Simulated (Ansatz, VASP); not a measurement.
**TePb in VASP and in Ansatz**

The input INCAR:

```
SYSTEM = TePb
PREC = Accurate
ENCUT = 520
EDIFF = 1E-6
ISMEAR = 0
SIGMA = 0.02
LREAL = .False.
LASPH = .True.
NELM = 100
ALGO = Fast
ISIF = 2
LWAVE = .False.
LCHARG = .True.
GGA = PS
LELF = .True.
LVHAR = .True.
NBANDS = 17
```

The input KPOINTS:

```
regular mesh
0
Gamma
  8 8 8
  0 0 0
```

The input POSCAR:

```
TePb
1.0
    0.0000000000      3.2270000000      3.2270000000
    3.2270000000      0.0000000000      3.2270000000
    3.2270000000      3.2270000000      0.0000000000
Te Pb
1 1
Direct
    0.4753904555      0.5397629377      0.4175813449
    0.0000000000      0.0000000000      0.0000000000
```

Input for Ansatz:

```yaml
crystal:
  lattice:
    - [0.0, 3.227, 3.227]
    - [3.227, 0.0, 3.227]
    - [3.227, 3.227, 0.0]
  atoms:
    - { symbol: Te, position: [0.4753904555, 0.5397629377, 0.4175813449] }
    - { symbol: Pb, position: [0.0, 0.0, 0.0] }
basis:
  ecutwfc: 420
kpoints:
  mp_grid: { grid: [8, 8, 8] }
hamiltonian:
  xc: pbesol
scf:
  occupations: { method: gaussian, width: 0.02 }
output:
  forces: true
  stress: true
  eigenvalues: true
```

Change from the starting cell: one atom moved.

Alike in both runs: task single point; functional PBEsol; k mesh 8 × 8 × 8; occupations gaussian, width 0.02 eV; no spin polarisation.

```csv
,VASP,Ansatz
version,VASP 6.6.1,Ansatz 0.2.0
potentials or method,"VASP PAW PBE potentials, release 64 (Te, Pb_d)","scalar-relativistic, plane waves, PAW"
plane-wave cutoff (eV),520,420
valence electrons in the cell,20,30
```

```tsv
	VASP	Ansatz	Ansatz less VASP
gap on the k mesh at the Fermi level (eV)	0.89	0.88	-0.002
least direct gap on the mesh (eV)	0.89	0.88	-0.002
pressure (GPa)	1.5	1.5	+0.02
largest component of the traceless stress (GPa)	2.95	2.93	-0.025
rms of the force components (eV/Å)	0.441	0.437	-0.0049
```

Atom by atom the forces differ by 0.005 eV/Å (rms over components). The two sets of potentials don't hold the same shells in valence.

Caveats: the PAW data sets were made with another functional, which shifts forces and pressure a little (VASP); spin-orbit coupling is left out, which as a rule narrows the gap of such compounds by several tenths of an eV. A k mesh can miss the band edges.
